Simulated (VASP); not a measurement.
# InP (F-43m) in VASP: a series of runs

Aim: see how the results for InP move with the level of theory and the settings. Levels: HSE06, PBE. Tasks: relaxation of cell and atoms.

Everything below comes from runs of VASP 6.6.1. Logs are shortened: lines on timing, memory, paths and dates and some standing lists are left out, and cuts for length are marked.

### Step 1. The structure

It takes space group F-43m (No. 216, cubic). The conventional cell has a = 5.868 Å, b = 5.868 Å, c = 5.868 Å, α = 90.00°, β = 90.00°, γ = 90.00°. In (site symmetry -43m) is surrounded by 4 P at 2.54 Å. P (site symmetry -43m) is surrounded by 4 In at 2.54 Å.

The cell was built by a generator and isn't the measured one.

### Step 2. Relaxation of cell and atoms, HSE06, target pressure 5 GPa, at which the enthalpy is minimised

POSCAR reads:

```
InP
1.0
    0.0000000000      2.9340000000      2.9340000000
    2.9340000000      0.0000000000      2.9340000000
    2.9340000000      2.9340000000      0.0000000000
In P
1 1
Direct
    0.0000000000      0.0000000000      0.0000000000
    0.2500000000      0.2500000000      0.2500000000
```

INCAR.step1 reads:

```
PREC = Accurate
ENCUT = 600
EDIFF = 1E-5
ISMEAR = -1
SIGMA = 0.05
LREAL = False
LASPH = True
NELM = 80
ALGO = Normal
LWAVE = True
LCHARG = False
PSTRESS = 50
GGA = PE
KPAR = 2
```

INCAR.step2 reads:

```
PREC = Accurate
ENCUT = 600
EDIFF = 1E-6
ISMEAR = -1
SIGMA = 0.05
LREAL = False
LASPH = True
NELM = 80
ALGO = Normal
ISIF = 3
LWAVE = False
LCHARG = False
GGA = PE
LHFCALC = True
HFSCREEN = 0.2
PRECFOCK = Fast
IBRION = 2
NSW = 60
EDIFFG = -0.01
PSTRESS = 50
ISTART = 1
KPAR = 2
```

KPOINTS reads:

```
regular mesh
0
Gamma
  6 6 6
```

Potentials or basis: VASP PAW PBE potentials, release 64 (In_d, P).

Started as:

```bash
cat potpaw_PBE.64/In_d/POTCAR potpaw_PBE.64/P/POTCAR > POTCAR
cp INCAR.step1 INCAR
mpirun -np 2 vasp_std > vasp.out
cp INCAR.step2 INCAR
mpirun -np 2 vasp_std > vasp.out
```

OUTCAR:

```text
PREC = Accurate
   ENCUT = 600
   EDIFF = 1E-6
   ISMEAR = -1
   LREAL = False
   LASPH = True
   NELM = 80
   ISIF = 3
   GGA = PE
   LHFCALC = True
   HFSCREEN = 0.2
   PRECFOCK = Fast
   IBRION = 2
   NSW = 60
   EDIFFG = -0.01
   PSTRESS = 50
   ISTART = 1

 ion  position               nearest neighbor table
   1  0.000  0.000  0.000-   2 2.54   2 2.54   2 2.54   2 2.54
   2  0.250  0.250  0.250-   1 2.54   1 2.54   1 2.54   1 2.54

  LATTYP: Found a face centered cubic cell.
 ALAT       =     5.8680000000

  Lattice vectors:

 A1 = (   0.0000000000,   2.9340000000,   2.9340000000)
 A2 = (   2.9340000000,   0.0000000000,   2.9340000000)
 A3 = (   2.9340000000,   2.9340000000,   0.0000000000)

Analysis of symmetry for initial positions (statically):
=====================================================================
 Subroutine PRICEL returns:
 Original cell was already a primitive cell.

 Routine SETGRP: Setting up the symmetry group for a
 face centered cubic supercell.

 Subroutine GETGRP returns: Found 24 space group operations
 (whereof 24 operations were pure point group operations)
 out of a pool of 48 trial point group operations.

The static configuration has the point symmetry T_d .

Analysis of symmetry for dynamics (positions and initial velocities):
=====================================================================
 Subroutine PRICEL returns:
 Original cell was already a primitive cell.

 Routine SETGRP: Setting up the symmetry group for a
 face centered cubic supercell.

 Subroutine GETGRP returns: Found 24 space group operations
 (whereof 24 operations were pure point group operations)
 out of a pool of 48 trial point group operations.

The dynamic configuration has the point symmetry T_d .

 Subroutine INISYM returns: Found 24 space group operations
 (whereof 24 operations are pure point group operations),
 and found     1 'primitive' translations

----------------------------------------------------------------------------------------

                                     Primitive cell

  volume of cell :      50.5138

  direct lattice vectors                    reciprocal lattice vectors
     0.000000000  2.934000000  2.934000000    -0.170415815  0.170415815  0.170415815
     2.934000000  0.000000000  2.934000000     0.170415815 -0.170415815  0.170415815
     2.934000000  2.934000000  0.000000000     0.170415815  0.170415815 -0.170415815

  length of vectors
     4.149302592  4.149302592  4.149302592     0.295168849  0.295168849  0.295168849

  position of ions in fractional coordinates (direct lattice)
     0.000000000  0.000000000  0.000000000
     0.250000000  0.250000000  0.250000000

  ion indices of the primitive-cell ions
   primitive index   ion index
                 1           1
                 2           2

----------------------------------------------------------------------------------------

 KPOINTS: regular mesh

Automatic generation of k-mesh.
 Grid dimensions read from file:
 generate k-points for:    6    6    6

 Generating k-lattice:

  Cartesian coordinates                     Fractional coordinates (reciprocal lattice)
    -0.028402636  0.028402636  0.028402636     0.166666667  0.000000000  0.000000000
     0.028402636 -0.028402636  0.028402636     0.000000000  0.166666667  0.000000000
     0.028402636  0.028402636 -0.028402636     0.000000000  0.000000000  0.166666667

  Length of vectors
     0.049194808  0.049194808  0.049194808

  Shift w.r.t. Gamma in fractional coordinates (k-lattice)
     0.000000000  0.000000000  0.000000000

 Subroutine IBZKPT returns following result:
 ===========================================

 Found     16 irreducible k-points:

 Following reciprocal coordinates:
            Coordinates               Weight
  0.000000  0.000000  0.000000      1.000000
  0.166667  0.000000  0.000000      8.000000
  0.333333  0.000000  0.000000      8.000000
  0.500000  0.000000  0.000000      4.000000
  0.166667  0.166667  0.000000      6.000000
  0.333333  0.166667  0.000000     24.000000
[... 37 lines left out ...]
  volume of cell :       50.51
 maximum number of plane-waves:      1700
 NGX is ok and might be reduce to    36
  NGX = 20; NGY = 20; NGZ = 20

--------------------------------------- Ionic step        1  -------------------------------------------

 number of electron      17.9999998 magnetization

 Free energy of the ion-electron system (eV)
  ---------------------------------------------------
  ext. energy  EPLUGINS =         0.00000000
  ---------------------------------------------------
  free energy    TOTEN  =       -10.01266392 eV

  energy without entropy =      -10.01266392  energy(sigma->0) =      -10.01266392

------------------------ aborting loop because EDIFF is reached ----------------------------------------

  FORCE on cell =-STRESS in cart. coord.  units (eV):
  Direction    XX          YY          ZZ          XY          YZ          ZX
  --------------------------------------------------------------------------------------
  -------------------------------------------------------------------------------------
  Total        0.3425287      0.3425287      0.3425287     -0.0000000     -0.0000000      0.0000000
  in kB       10.8641875     10.8641875     10.8641875     -0.0000000     -0.0000000      0.0000000
  external PRESSURE =     -39.1358125 kB  Pullay stress =      50.0000000 kB

 VOLUME and BASIS-vectors are now :
 -----------------------------------------------------------------------------
  energy-cutoff  :      600.00
  volume of cell :       50.51
      direct lattice vectors                 reciprocal lattice vectors
     0.000000000  2.934000000  2.934000000    -0.170415815  0.170415815  0.170415815
     2.934000000  0.000000000  2.934000000     0.170415815 -0.170415815  0.170415815
     2.934000000  2.934000000  0.000000000     0.170415815  0.170415815 -0.170415815
[... 46 lines left out ...]
  FREE ENERGIE OF THE ION-ELECTRON SYSTEM (eV)
  ---------------------------------------------------
  free  energy   TOTEN  =        -9.8772955056 eV

  energy  without entropy=       -9.8772955055  energy(sigma->0) =       -9.87729551

  enthalpy is  TOTEN    =        -8.4374915138 eV   P V=        1.4398039918

--------------------------------------- Ionic step        3  -------------------------------------------

 number of electron      18.0000003 magnetization

 Free energy of the ion-electron system (eV)
  ---------------------------------------------------
  ext. energy  EPLUGINS =         0.00000000
  ---------------------------------------------------
  free energy    TOTEN  =        -9.97056567 eV

  energy without entropy =       -9.97056567  energy(sigma->0) =       -9.97056567

 E-fermi :   6.1387     XC(G=0):  -7.8663

 val. band max:        5.2296303251   @ k =   0.0000   0.0000   0.0000
 cond. band min:       7.0015390736   @ k =   0.0000   0.0000   0.0000
 fundamental gap:      1.7719087486
 Fermi energy:         6.1387066498

 k-point     1 :       0.0000    0.0000    0.0000
  band No.  band energies     occupation
      1     -10.7398      2.00000
      2     -10.7398      2.00000
      3     -10.7398      2.00000
      4     -10.5550      2.00000
      5     -10.5550      2.00000
      6      -7.8389      2.00000
      7       5.2296      2.00000
      8       5.2296      2.00000
      9       5.2296      2.00000
     10       7.0015      0.00000
     11      10.1690      0.00000
     12      10.1690      0.00000
     13      10.1690      0.00000

 k-point     2 :       0.1667    0.0000    0.0000
  band No.  band energies     occupation
      1     -10.7768      2.00000
      2     -10.7252      2.00000
      3     -10.7252      2.00000
      4     -10.5547      2.00000
      5     -10.5547      2.00000
      6      -7.4750      2.00000
      7       2.9192      2.00000
      8       4.8784      2.00000
      9       4.8784      2.00000
     10       8.0075      0.00000
     11      10.6681      0.00000
[... 246 lines left out ...]
 POSITION                                       TOTAL-FORCE (eV/Angst)
 -----------------------------------------------------------------------------------
      0.00000      0.00000      0.00000        -0.000000     -0.000000     -0.000000
      1.44469      1.44469      1.44469         0.000000      0.000000      0.000000
 -----------------------------------------------------------------------------------
    total drift:                               -0.000022     -0.000018     -0.000013

  FREE ENERGIE OF THE ION-ELECTRON SYSTEM (eV)
  ---------------------------------------------------
  free  energy   TOTEN  =        -9.9705656701 eV

  energy  without entropy=       -9.9705656695  energy(sigma->0) =       -9.97056567

  enthalpy is  TOTEN    =        -8.4649773142 eV   P V=        1.5055883560

 reached required accuracy - stopping structural energy minimisation
```

It took 26 min on 2 MPI ranks of Intel Xeon 6975P-C (Granite Rapids), shared host; peak memory 0.31 GiB.

Results:

| Item | Value |
| --- | --- |
| Free energy | -9.9706 eV |
| Relaxed volume | 24.12 Å³/atom |
| Relaxed cell | a = 4.086 Å, b = 4.086 Å, c = 4.086 Å, α = 60.00°, β = 60.00°, γ = 60.00° |
| Space group after relaxing (to 0.05 Å) | F-43m (No. 216) |
| Energy change on relaxing (the enthalpy is what falls) | +21.0 meV/atom |
| Ionic steps | 3 |
| Pressure after relaxing | 5.0 GPa |
| Band gap on the k mesh | 1.77 eV, direct |

The path:
| step | energy change (eV) | largest force (eV/Å) | pressure (GPa) | volume (Å³) |
| --- | --- | --- | --- | --- |
| 1 | 0.0000 | 0.0000 | 1.09 | 50.51 |
| 2 | 0.1354 | 0.0000 | 9.37 | 46.14 |
| 3 | 0.0421 | 0.0000 | 4.97 | 48.24 |

Final structure:
```
In P
1.0
     0.00000    2.88939    2.88939
     2.88939    0.00000    2.88939
     2.88939    2.88939    0.00000
In P
1 1
Cartesian
  0.0000 0.0000 0.0000
  1.4447 1.4447 1.4447
```

Caveat: the cell is relaxed towards a set pressure, so the enthalpy falls and the energy may rise; the PAW data sets were made with another functional, which shifts forces and pressure a little; spin-orbit coupling is left out, which moves the levels of the heavy elements.

### Step 3. Relaxation of cell and atoms, PBE

INCAR reads:

```
ALGO = Normal ; EDIFF = 1E-7
EDIFFG = -0.01 ; ENCUT = 600
GGA = PE ; IBRION = 2
ISIF = 3 ; ISMEAR = -1
LASPH = True ; LCHARG = False
LREAL = False ; LWAVE = False
NELM = 100 ; NSW = 60
PREC = Accurate ; PSTRESS = 0
SIGMA = 0.05
```

KPOINTS reads:

```
k-points
0
Gamma
  10 10 10
```

POSCAR is that of step 2.

Potentials or basis: VASP PAW PBE potentials, release 64 (In_d, P).

Started as:

```bash
cat potpaw_PBE.64/In_d/POTCAR potpaw_PBE.64/P/POTCAR > POTCAR
mpirun -np 1 vasp_std > vasp.out
```

Run time: 55 s. Hardware: 1 thread of AMD EPYC 9R45 (Zen 5), shared host; peak memory 0.21 GiB.

The run converged. Its results:

```
Free energy                            : -8.4078 eV
Relaxed volume                         : 26.44 Å³/atom
Relaxed cell                           : a = 4.213 Å, b = 4.213 Å, c = 4.213 Å, α = 60.00°, β = 60.00°, γ = 60.00°
Space group after relaxing (to 0.05 Å) : F-43m (No. 216)
Energy gained by relaxing              : 10.8 meV/atom
Ionic steps                            : 3
Pressure after relaxing                : 0.0 GPa
Band gap on the k mesh                 : 0.44 eV, direct
```

Step by step:
```
step  energy change (eV)  largest force (eV/Å)  pressure (GPa)  volume (Å³)
   1              0.0000                0.0000            3.05        50.51
   2             -0.0166                0.0000           -1.29        54.11
   3             -0.0216                0.0000            0.01        52.89
```

Final structure:
```xyz
2
Lattice="0.0000 2.9793 2.9793 2.9793 0.0000 2.9793 2.9793 2.9793 0.0000" Properties=species:S:1:pos:R:3 pbc="T T T"
In    0.0000    0.0000    0.0000
P     1.4896    1.4896    1.4896
```

Levels at points of the mesh, in eV from the valence-band top:
```tsv
k point	band 6	band 7	band 8	band 9	band 10	band 11	band 12	band 13
(0.00, 0.00, 0.00)	-11.19	0.00	0.00	0.00	0.44	4.09	4.09	4.09
(0.50, 0.00, 0.00)	-9.62	-5.48	-0.90	-0.90	1.38	4.80	4.80	6.99
(0.50, 0.50, 0.00)	-9.03	-5.54	-2.16	-2.16	1.85	2.26	8.91	9.26
```

Caveat: spin-orbit coupling is left out, which moves the levels of the heavy elements. A hybrid or GW would open this gap; PBE tends to underestimate it.

### Step 4. Relaxation of cell and atoms, PBE, target pressure 2.5 GPa, at which the enthalpy is minimised

Edit INCAR of step 3 so:

```diff
@@ -7,3 +7,3 @@
 NELM = 100 ; NSW = 60
-PREC = Accurate ; PSTRESS = 0
+PREC = Accurate ; PSTRESS = 25.0
 SIGMA = 0.05
```

KPOINTS is that of step 3.

POSCAR is that of step 3.

Started as:

```bash
cat potpaw_PBE.64/In_d/POTCAR potpaw_PBE.64/P/POTCAR > POTCAR
mpirun -np 1 vasp_std > vasp.out
```

Wall time 50 s (1 thread of AMD EPYC 9R45 (Zen 5), shared host); peak memory 0.21 GiB.

It converged, with:

- Free energy: -8.3928 eV
- Relaxed volume: 25.45 Å³/atom
- Relaxed cell: a = 4.160 Å, b = 4.160 Å, c = 4.160 Å, α = 60.00°, β = 60.00°, γ = 60.00°
- Space group after relaxing (to 0.05 Å): F-43m (No. 216)
- Energy change on relaxing (the enthalpy is what falls): -3.3 meV/atom
- Ionic steps: 3
- Pressure after relaxing: 2.5 GPa
- Band gap on the k mesh: 0.65 eV, direct

The path:
```csv
step,energy change (eV),largest force (eV/Å),pressure (GPa),volume (Å³)
1,0.0000,0.0000,3.05,50.51
2,-0.0104,0.0000,2.15,51.15
3,-0.0067,0.0000,2.50,50.90
```

Final structure:
```cif
data_structure
_symmetry_space_group_name_H-M 'P 1'
_symmetry_Int_Tables_number 1
_cell_length_a 4.1598
_cell_length_b 4.1598
_cell_length_c 4.1598
_cell_angle_alpha 60.000
_cell_angle_beta 60.000
_cell_angle_gamma 60.000
_cell_volume 50.90
loop_
_atom_site_label
_atom_site_type_symbol
_atom_site_fract_x
_atom_site_fract_y
_atom_site_fract_z
_atom_site_occupancy
In1 In 0.00000 0.00000 0.00000 1
P1 P 0.25000 0.25000 0.25000 1
```

Levels at points of the mesh, in eV from the valence-band top:
| k point | band 7 | band 8 | band 9 | band 10 | band 11 | band 12 |
| --- | --- | --- | --- | --- | --- | --- |
| (0.00, 0.00, 0.00) | 0.00 | 0.00 | 0.00 | 0.65 | 4.09 | 4.09 |
| (0.50, 0.00, 0.00) | -5.67 | -0.95 | -0.95 | 1.47 | 4.81 | 4.81 |
| (0.50, 0.50, 0.00) | -5.70 | -2.28 | -2.28 | 1.78 | 2.27 | 9.14 |

Caveat: the cell is relaxed towards a set pressure, so the enthalpy falls and the energy may rise; spin-orbit coupling is left out, which moves the levels of the heavy elements. A hybrid or GW would open this gap; PBE tends to underestimate it.

### Step 5. Relaxation of cell and atoms, PBE, target pressure 5 GPa, at which the enthalpy is minimised

Edit INCAR of step 4 so:

```diff
@@ -7,3 +7,3 @@
 NELM = 100 ; NSW = 60
-PREC = Accurate ; PSTRESS = 25.0
+PREC = Accurate ; PSTRESS = 50
 SIGMA = 0.05
```

KPOINTS is that of step 4.

POSCAR is that of step 4.

Started as:

```bash
cat potpaw_PBE.64/In_d/POTCAR potpaw_PBE.64/P/POTCAR > POTCAR
mpirun -np 1 vasp_std > vasp.out
```

It took 53 s on 1 thread of AMD EPYC 9R45 (Zen 5), shared host; peak memory 0.2 GiB.

Results (log left out):

```yaml
Free_energy: -8.3548 eV
Relaxed_volume: 24.63 Å³/atom
Relaxed_cell: a = 4.115 Å, b = 4.115 Å, c = 4.115 Å, α = 60.00°, β = 60.00°, γ = 60.00°
Space_group_after_relaxing_to_0.05_Å: F-43m (No. 216)
Energy_change_on_relaxing_the_enthalpy_is_what_falls: +15.7 meV/atom
Ionic_steps: 3
Pressure_after_relaxing: 5.0 GPa
Band_gap_on_the_k_mesh: 0.83 eV, direct
```

The path:
| step | energy change (eV) | largest force (eV/Å) | pressure (GPa) | volume (Å³) |
| --- | --- | --- | --- | --- |
| 1 | 0.0000 | 0.0000 | 3.05 | 50.51 |
| 2 | 0.0661 | 0.0000 | 6.68 | 48.30 |
| 3 | 0.0313 | 0.0000 | 5.00 | 49.26 |

Final structure:
```
In P
1.0
     0.00000    2.90951    2.90951
     2.90951    0.00000    2.90951
     2.90951    2.90951    0.00000
In P
1 1
Direct
  0.00000 0.00000 0.00000
  0.25000 0.25000 0.25000
```

Levels at points of the mesh, in eV from the valence-band top:
| k point | band 7 | band 8 | band 9 | band 10 | band 11 | band 12 |
| --- | --- | --- | --- | --- | --- | --- |
| (0.00, 0.00, 0.00) | 0.00 | 0.00 | 0.00 | 0.83 | 4.09 | 4.09 |
| (0.50, 0.00, 0.00) | -5.85 | -1.00 | -1.00 | 1.55 | 4.81 | 4.81 |
| (0.50, 0.50, 0.00) | -5.84 | -2.39 | -2.39 | 1.73 | 2.27 | 9.35 |

Caveat: the cell is relaxed towards a set pressure, so the enthalpy falls and the energy may rise; spin-orbit coupling is left out, which moves the levels of the heavy elements.

### Step 6. Relaxation of cell and atoms, PBE, target pressure 8.2 GPa, at which the enthalpy is minimised

Edit INCAR of step 5 so:

```diff
@@ -7,3 +7,3 @@
 NELM = 100 ; NSW = 60
-PREC = Accurate ; PSTRESS = 50
+PREC = Accurate ; PSTRESS = 82.0
 SIGMA = 0.05
```

KPOINTS is that of step 5.

POSCAR is that of step 5.

Potentials or basis: VASP PAW PBE potentials, release 64 (In_d, P).

Started as:

```bash
cat potpaw_PBE.64/In_d/POTCAR potpaw_PBE.64/P/POTCAR > POTCAR
mpirun -np 1 vasp_std > vasp.out
```

Run time: 52 s. Hardware: 1 thread of AMD EPYC 9R45 (Zen 5), shared host; peak memory 0.2 GiB.

The run converged. Its results:

- Free energy: -8.2846 eV
- Relaxed volume: 23.77 Å³/atom
- Relaxed cell: a = 4.066 Å, b = 4.066 Å, c = 4.066 Å, α = 60.00°, β = 60.00°, γ = 60.00°
- Space group after relaxing (to 0.05 Å): F-43m (No. 216)
- Energy change on relaxing (the enthalpy is what falls): +50.8 meV/atom
- Ionic steps: 3
- Pressure after relaxing: 8.1 GPa
- Band gap on the k mesh: 1.02 eV, direct

The path:
```csv
step,energy change (eV),largest force (eV/Å),pressure (GPa),volume (Å³)
1,0.0000,0.0000,3.05,50.51
2,0.2911,0.0000,14.46,44.81
3,0.1016,0.0000,8.14,47.53
```

Final structure:
```
In P
1.0
     0.00000    2.87512    2.87512
     2.87512    0.00000    2.87512
     2.87512    2.87512    0.00000
In P
1 1
Direct
  0.00000 0.00000 0.00000
  0.25000 0.25000 0.25000
```

Levels at points of the mesh, in eV from the valence-band top:
```
           k point  band 7  band 8  band 9  band 10  band 11  band 12
(0.00, 0.00, 0.00)    0.00    0.00    0.00     1.02     4.08     4.08
(0.50, 0.00, 0.00)   -6.05   -1.06   -1.06     1.64     4.81     4.81
(0.50, 0.50, 0.00)   -6.01   -2.52   -2.52     1.66     2.25     9.58
```

Caveat: the cell is relaxed towards a set pressure, so the enthalpy falls and the energy may rise; spin-orbit coupling is left out, which moves the levels of the heavy elements. As with any semilocal functional, this PBE gap is likely too small.

### Step 7. The runs side by side

| level | cell | k mesh | P gpa | grid for exact exchange (PRECFOCK) | screening parameter | target pressure | gap on the mesh (eV) | pressure (GPa) |
| --- | --- | --- | --- | --- | --- | --- | --- | --- |
| HSE06 | relaxed to 5 GPa | 6 × 6 × 6 | 5 | Fast | 0.2 1/A | 5 GPa | 1.77 | 5.0 |
| PBE | relaxed | 10 × 10 × 10 | 0 | - | - | - | 0.44 | 0.0 |
| PBE | relaxed to 2.5 GPa | 10 × 10 × 10 | 2.5 | - | - | 2.5 GPa | 0.65 | 2.5 |
| PBE | relaxed to 5 GPa | 10 × 10 × 10 | 5 | - | - | 5 GPa | 0.83 | 5.0 |
| PBE | relaxed to 8.2 GPa | 10 × 10 × 10 | 8.2 | - | - | 8.2 GPa | 1.02 | 8.1 |

Alike in all rows: task relaxation of cell and atoms; potentials or basis VASP PAW PBE potentials, release 64 (In_d, P); no spin polarisation; cutoff (eV) 600; smearing fermi-dirac 0.05 eV.

Caveats: spin-orbit coupling is left out, which moves the levels of the heavy elements; the cell is relaxed towards a set pressure, so the enthalpy falls and the energy may rise (some runs); the PAW data sets were made with another functional, which shifts forces and pressure a little (some runs).

Absolute energies hang on the potentials; compare differences alone.
